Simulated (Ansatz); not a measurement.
**Ruthenium, hcp under RPBE: from relaxation to bulk modulus**

Aim: take ruthenium in the hcp structure, relax it, solve it on a dense k-mesh, switch on spin-orbit coupling, then scale the cell to 7 volumes from 88 to 112 % of the relaxed one and try a fit of the equation of state. The k-meshes are 13×13×8 for the relaxation; 22×22×12 for the dense run; 13×13×7 for spin-orbit coupling; 22×22×12 for the volumes. The starting cell is the deposited one, from the Crystallography Open Database.

Computed with Ansatz 0.2.0 (DFT RPBE, plane waves (420 eV) with PAW, scalar-relativistic; PBE-made PAW files, unless a step says otherwise).

## 1. Starting point

It takes space group P6_3/mmc (No. 194, hexagonal). Conventional cell: a = 2.704 Å, b = 2.704 Å, c = 4.282 Å, α = 90.00°, β = 90.00°, γ = 120.00°. Around Ru (site symmetry -6m2) lie 12 Ru at 2.65 to 2.70 Å.

As a file:

```
CELL_PARAMETERS angstrom
2.70389 0.00000 0.00000
-1.35194 2.34164 0.00000
0.00000 0.00000 4.28168
ATOMIC_POSITIONS crystal
Ru 0.33333 0.66667 0.25000
Ru 0.66667 0.33333 0.75000
```

## 2. Geometry optimisation

File input.yaml:

```yaml
crystal:
  lattice:
    - [2.7038898633, 0.0, 0.0]
    - [-1.3519449316, 2.3416373106, 0.0]
    - [0.0, 0.0, 4.28168]
  atoms:
    - { symbol: Ru, position: [0.3333333333, 0.6666666667, 0.25] }
    - { symbol: Ru, position: [0.6666666667, 0.3333333333, 0.75] }
hamiltonian:
  xc: rpbe
  pseudopotentials:
    kind: paw
    azcp:
      Ru: "pseudopotentials/Ru.paw.azcp"
basis:
  ecutwfc: 420
  fft_grid_basis: typed
kpoints:
  mp_grid: { grid: [13, 13, 8], shift: [0, 0, 0] }
magnetization:
  spin_polarized: false
scf:
  occupations: { method: fermi_dirac, width: 0.1 }
relax:
  max_steps: 60
  f_tol: 0.01
  cell: {}
```

The log of the run, shortened:

```text
Warning: RAYON_NUM_THREADS=4 ignored (pool sized by the plan → 4); use --threads N
[...]
Pseudopotentials: kind: paw
Pseudopotential: Ru, paw, valence charge 16, recommended cutoff 420 eV (normal), <dir>
Functional definition: RPBE
[...]
Crystal: 2 atoms, lattice volume = 27.110 Å³
Basis set: ecut = 420 eV, 537 PW (Γ), exchange–correlation on 40×40×60 points (8 copies of the dense FFT grid, shifted against one another)
Bands: 20, of which v1, the nominal top of the filled ones, is band 16 counted from 1 (15 counted from 0)
Symmetry: 24 space group operations
Space group: P63/mmc (ITA 194), of the structure as read, at distance tolerance 3.0e-5 Å
k-points: 105 of 1352
[...]
SCF iter   1: F=—  HF=-11771.956165 eV  |F-HF|=—  |Δ(HF+E_count)|=         —  Δρ=6.62e-3  dr2=2.90e-3  ethr=1.77e-3  ⟨swp⟩=5.0  Hψ=19379  notcnv=0  defer=20
[...]
relax step   1: F+E_penalty+E_count = -11771.95938366 eV  Δ(F+E_penalty+E_count) = +0.000e0 eV  max|allowed force component| = 5.551e-17 eV/Å  Δτ_max = 0.0000 Å  P = +9.648 GPa  Ω = 27.110 Å³  (6 SCF iters, dr2 threshold 1.00e-7 eV, accepted)
[...]
relax step   4: F+E_penalty+E_count = -11771.98423497 eV  Δ(F+E_penalty+E_count) = -1.369e-4 eV  max|allowed force component| = 3.701e-17 eV/Å  Δτ_max = 0.0000 Å  P = +0.039 GPa  Ω = 27.951 Å³  energy of the carried Pulay correction = -5.250e-4 eV  (6 SCF iters, dr2 threshold 2.00e-7 eV, accepted)
[...]
relax step   5: F+E_penalty+E_count = -11771.98468580 eV  Δ(F+E_penalty+E_count) = -4.508e-4 eV  max|allowed force component| = 5.089e-17 eV/Å  Δτ_max = 0.0000 Å  P = +0.012 GPa  Ω = 27.951 Å³  stress off target by 1.51e-2 GPa  SCF on the basis re-selected at this cell (its energy is not [...]
SCF converged after 6 iterations
Free energy (F): -11771.984686 eV
[...]
E sigma→0 (E₀):  -11771.955986 eV
Entropy (-TS):   -0.057400 eV (-28.700 meV/atom)
Fermi energy:    22.810587 eV
[...]
--- Forces (eV/Å), atoms counted from 1 ---
  atom   1  Ru    -0.00000000     0.00000000    -0.00000000
  atom   2  Ru     0.00000000    -0.00000000     0.00000000
[...]
--- Stress (GPa, compression-positive) ---
        0.015053       0.000000       0.000000
        0.000000       0.015053       0.000000
        0.000000       0.000000       0.006747
  P = ⅓ Tr σ = 0.0123 GPa (0.123 kbar)
--- Relaxed structure (4 steps of the walk, 4 accepted, 1 SCFs on fresh bases) ---
  F+E_penalty+E_count = -11771.98468580 eV   max|allowed force component| = 5.089e-17 eV/Å   (the final SCF, on the basis selected at the relaxed cell)
  cell:  # Å, volume = 27.9512 Å³
    - [2.73677983619803, -2.921866189901089e-11, 0.0]
    - [-1.3683899180737107, 2.3701208627271177, 0.0]
    - [0.0, 0.0, 4.309129112838106]
  atoms:
    - { symbol: Ru, position: [0.3333333333333332, 0.6666666666666665, 0.25000000000000006] }
    - { symbol: Ru, position: [0.6666666666666666, 0.33333333333333326, 0.75] }
```

It took 6.7 s on 4 threads of an Arm CPU, shared host; peak memory 0.42 GiB.

The walk, from the log:

```
step  energy change (meV/atom)  largest force (eV/Å)  pressure (GPa)  volume (Å³/atom)
   1                      0.00                0.0000            9.65            13.555
   2                     -0.20                0.0000           -8.26            14.412
   3                    -12.36                0.0000           -0.55            14.004
   4                    -12.43                0.0000            0.04            13.976
   5                    -12.65                0.0000            0.01            13.976
```

Steps that repeat a cell are solved on a basis chosen anew, so their changes of energy are no gain of the relaxation.

The cell of the run, before and after:

|  | before | after | change |
| --- | --- | --- | --- |
| a (Å) | 2.704 | 2.737 | +1.2 % |
| b (Å) | 2.704 | 2.737 | +1.2 % |
| c (Å) | 4.282 | 4.309 | +0.6 % |
| volume (Å³/atom) | 13.555 | 13.976 | +3.1 % |
| shortest distance (Å) | 2.650 | 2.672 | +0.8 % |
| space group (spins left aside) | P6_3/mmc | P6_3/mmc | same |

## 3. The energy on a finer k-mesh

File input.yaml:

```yaml
crystal:
  lattice:
    - [2.7367798362, 0.0, 0.0]
    - [-1.3683899181, 2.3701208627, 0.0]
    - [0.0, 0.0, 4.3091291128]
  atoms:
    - { symbol: Ru, position: [0.3333333333, 0.6666666667, 0.25] }
    - { symbol: Ru, position: [0.6666666667, 0.3333333333, 0.75] }
hamiltonian:
  xc: rpbe
  pseudopotentials:
    kind: paw
    azcp:
      Ru: "pseudopotentials/Ru.paw.azcp"
basis:
  ecutwfc: 420
  fft_grid_basis: typed
kpoints:
  mp_grid: { grid: [22, 22, 12], shift: [0, 0, 0] }
magnetization:
  spin_polarized: false
scf:
  occupations: { method: fermi_dirac, width: 0.1 }
```

The log of the run, shortened:

```text
Warning: RAYON_NUM_THREADS=4 ignored (pool sized by the plan → 4); use --threads N
[...]
Pseudopotentials: kind: paw
Pseudopotential: Ru, paw, valence charge 16, recommended cutoff 420 eV (normal), <dir>
Functional definition: RPBE
[...]
Crystal: 2 atoms, lattice volume = 27.951 Å³
Basis set: ecut = 420 eV, 537 PW (Γ)
Bands: 20, of which v1, the nominal top of the filled ones, is band 16 counted from 1 (15 counted from 0)
Symmetry: 24 space group operations
Space group: P63/mmc (ITA 194), of the structure as read, at distance tolerance 3.0e-5 Å
k-points: 364 of 5808
[...]
SCF iter   1: F=—  HF=-11771.983552 eV  |F-HF|=—  |Δ(HF+E_count)|=         —  Δρ=6.50e-3  dr2=2.93e-3  ethr=1.77e-3  ⟨swp⟩=5.0  Hψ=66384  notcnv=0  defer=71
[...]
SCF iter   6: F=-11771.987095 eV  HF=-11771.987095 eV  |F-HF|=1.13e-10  |Δ(HF+E_count)|=   3.09e-8  Δρ=2.93e-6  dr2=6.05e-10  ethr=3.13e-10  ⟨swp⟩=2.0  Hψ=16065  notcnv=0
[...]
SCF converged after 6 iterations
Free energy (F): -11771.987095 eV
[...]
E sigma→0 (E₀):  -11771.959663 eV
Entropy (-TS):   -0.054863 eV (-27.431 meV/atom)
Fermi energy:    22.788216 eV
[...]
```

Wall time 4.4 s (4 threads of an Arm CPU, shared host); peak memory 0.5 GiB.

## 4. With spin-orbit coupling

Changes to input.yaml since step 3:

```diff
@@ -11,3 +11,3 @@
   pseudopotentials:
-    kind: paw
+    kind: paw_fr
     azcp:
@@ -18,5 +18,6 @@
 kpoints:
-  mp_grid: { grid: [22, 22, 12], shift: [0, 0, 0] }
+  mp_grid: { grid: [13, 13, 7], shift: [0, 0, 0] }
 magnetization:
-  spin_polarized: false
+  noncollinear: true
+  spin_orbit: true
 scf:
```

The log of the run, shortened:

```text
Warning: RAYON_NUM_THREADS=4 ignored (pool sized by the plan → 4); use --threads N
[...]
Pseudopotentials: kind: paw_fr
Pseudopotential: Ru, paw_fr, valence charge 16, recommended cutoff 420 eV (normal), <dir>
Functional definition: RPBE
[...]
non-collinear run that drives no moment, with spin-orbit: no starting moment large enough to seed its density (crystal.atoms[].spin), no starting occupations that ask for one, no magnetisation constraint and no magnetic field, so the semilocal B_xc is pinned to zero
Crystal: 2 atoms, lattice volume = 27.951 Å³
Basis set: ecut = 420 eV, 537 PW (Γ)
Bands: 40, of which v1, the nominal top of the filled ones, is band 32 counted from 1 (31 counted from 0)
Symmetry: 24 space group operations + 24 with time reversal
Magnetic group: BNS 194.264 (UNI 1494), of the structure as read, at distance tolerance 3.0e-5 Å
k-points: 84 of 1183
Projection manifold: j_resolved (fully-relativistic pseudo-atomic orbitals)
[...]
SCF iter   1: F=—  HF=-11776.321277 eV  |F-HF|=—  |Δ(HF+E_count)|=         —  Δρ=1.19e-1  dr2=3.90e0  dr2_m=0.00e0 (ungated)  ethr=3.10e-3  |M|=0.00e0 ∫|m|=0.00e0 μB  |m|>n=0.0e0 m-floor=0.0e0 τ_xc=0.0e0  β_m=0.30  ⟨swp⟩=7.7  Hψ=8027  notcnv=0
[...]
SCF iter   7: F=-11775.119007 eV  HF=-11775.119007 eV  |F-HF|=9.15e-10  |Δ(HF+E_count)|=   6.18e-9  Δρ=3.81e-6  dr2=2.14e-9  dr2_m=0.00e0 (ungated)  ethr=1.05e-10  |M|=0.00e0 ∫|m|=0.00e0 μB  |m|>n=0.0e0 m-floor=0.0e0 τ_xc=0.0e0  ⟨swp⟩=1.0  Hψ=4983  notcnv=0
[...]
SCF converged after 7 iterations
Magnetization: |M| = 0.0000 μB,  M = (+0.0000, +0.0000, +0.0000) μB
Absolute magnetization: 0.0000 μB (∫|m|)
  site 0: m = (+0.0000, +0.0000, +0.0000) μB, |m| = 0.0000 μB  (R = 1.10 Å)
  site 1: m = (+0.0000, +0.0000, +0.0000) μB, |m| = 0.0000 μB  (R = 1.10 Å)
Free energy (F): -11775.119007 eV
[...]
E sigma→0 (E₀):  -11775.088078 eV
Entropy (-TS):   -0.061857 eV (-30.929 meV/atom)
Fermi energy:    22.817948 eV
[...]
```

Wall time 5.6 s (4 threads of an Arm CPU, shared host); peak memory 0.48 GiB.

With and without spin-orbit coupling:

```
                          scalar-relativistic      with spin-orbit coupling
         k-mesh                      22×22×12                       13×13×7
gap on the mesh  none (levels filled in part)  none (levels filled in part)
```

The meshes differ, so small differences between the columns need not come from spin-orbit coupling.

## 5. At 88 % of the relaxed volume

File input.yaml:

```yaml
crystal:
  lattice:
    - [2.6226122503, 0.0, 0.0]
    - [-1.3113061251, 2.2712488331, 0.0]
    - [0.0, 0.0, 4.1293693596]
  atoms:
    - { symbol: Ru, position: [0.3333333333, 0.6666666667, 0.25] }
    - { symbol: Ru, position: [0.6666666667, 0.3333333333, 0.75] }
hamiltonian:
  xc: rpbe
  pseudopotentials:
    kind: paw
    azcp:
      Ru: "pseudopotentials/Ru.paw.azcp"
basis:
  ecutwfc: 420
  fft_grid_basis: typed
kpoints:
  mp_grid: { grid: [22, 22, 12], shift: [0, 0, 0] }
magnetization:
  spin_polarized: false
scf:
  occupations: { method: fermi_dirac, width: 0.1 }
output:
  stress: true
```

The log of the run, shortened:

```text
Warning: RAYON_NUM_THREADS=4 ignored (pool sized by the plan → 4); use --threads N
[...]
Pseudopotentials: kind: paw
Pseudopotential: Ru, paw, valence charge 16, recommended cutoff 420 eV (normal), <dir>
Functional definition: RPBE
[...]
Crystal: 2 atoms, lattice volume = 24.597 Å³
Basis set: ecut = 420 eV, 487 PW (Γ)
Bands: 20, of which v1, the nominal top of the filled ones, is band 16 counted from 1 (15 counted from 0)
Symmetry: 24 space group operations
Space group: P63/mmc (ITA 194), of the structure as read, at distance tolerance 2.9e-5 Å
k-points: 364 of 5808
[...]
SCF iter   1: F=—  HF=-11771.510692 eV  |F-HF|=—  |Δ(HF+E_count)|=         —  Δρ=7.24e-3  dr2=2.47e-3  ethr=1.77e-3  ⟨swp⟩=5.0  Hψ=67210  notcnv=0  defer=61
[...]
SCF iter   6: F=-11771.512607 eV  HF=-11771.512607 eV  |F-HF|=2.95e-10  |Δ(HF+E_count)|=  4.04e-10  Δρ=2.84e-6  dr2=3.01e-10  ethr=9.34e-11  ⟨swp⟩=2.0  Hψ=24859  notcnv=0
[...]
SCF converged after 6 iterations
Free energy (F): -11771.512607 eV
[...]
E sigma→0 (E₀):  -11771.490474 eV
Entropy (-TS):   -0.044266 eV (-22.133 meV/atom)
Fermi energy:    26.603009 eV
[...]
--- Stress (GPa, compression-positive) ---
       49.840966       0.000000       0.000000
        0.000000      49.840966       0.000000
        0.000000       0.000000      54.280753
  P = ⅓ Tr σ = 51.3209 GPa (513.209 kbar)
```

It took 4.8 s on 4 threads of an Arm CPU, shared host; peak memory 0.49 GiB.

(Part 1 of 2 ends here.)
